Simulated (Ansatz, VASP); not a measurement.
# CaH in VASP and in Ansatz

File INCAR:

```
PREC = Accurate ; ENCUT = 520
EDIFF = 1E-6 ; ISMEAR = 0
SIGMA = 0.1 ; LREAL = F
LASPH = T ; NELM = 100
ALGO = Normal ; ISIF = 2
LWAVE = F ; LCHARG = F
GGA = PE ; NBANDS = 12
```

Contents of KPOINTS:

```
Automatic mesh
0
Gamma
  6 6 6
```

File POSCAR:

```
CaH
1.0
    1.8682500000      1.0786346400      3.0781093200
   -1.8682500000      1.0786346400      3.0781093200
    0.0000000000     -2.1572692800      3.0781093200
Ca H
1 1
Direct
    0.5000000000      0.5000000000      0.5000000000
    0.0000000000      0.0000000000      0.0000000000
```

Input for Ansatz:

```yaml
crystal:
  lattice:
    - [1.86825, 1.07863464, 3.07810932]
    - [-1.86825, 1.07863464, 3.07810932]
    - [0.0, -2.15726928, 3.07810932]
  atoms:
    - { symbol: Ca, position: [0.5, 0.5, 0.5] }
    - { symbol: H, position: [0.0, 0.0, 0.0] }
basis:
  ecutwfc: 420
kpoints:
  mp_grid: { grid: [6, 6, 6] }
hamiltonian:
  xc: pbe
scf:
  occupations: { method: gaussian, width: 0.1 }
  lower_state_search: "off"
output:
  forces: true
  stress: true
  eigenvalues: true
```

Alike in both runs: task single point; functional PBE; k mesh 6 × 6 × 6; occupations gaussian, width 0.1 eV; no spin polarisation.

```csv
,VASP,Ansatz
version,VASP 6.6.1,Ansatz 0.2.0
potentials or method,"VASP PAW PBE potentials, release 64 (Ca_sv, H)","scalar-relativistic, plane waves, PAW"
plane-wave cutoff (eV),520,420
valence electrons in the cell,11,11
```

```csv
,VASP,Ansatz,Ansatz less VASP
gap on the k mesh at the Fermi level (eV),none,none,-
pressure (GPa),-2.6,-2.6,-0.01
largest component of the traceless stress (GPa),0.32,0.32,0.000
```

A gap of «none» marks a metal or a gap that the smearing closes.
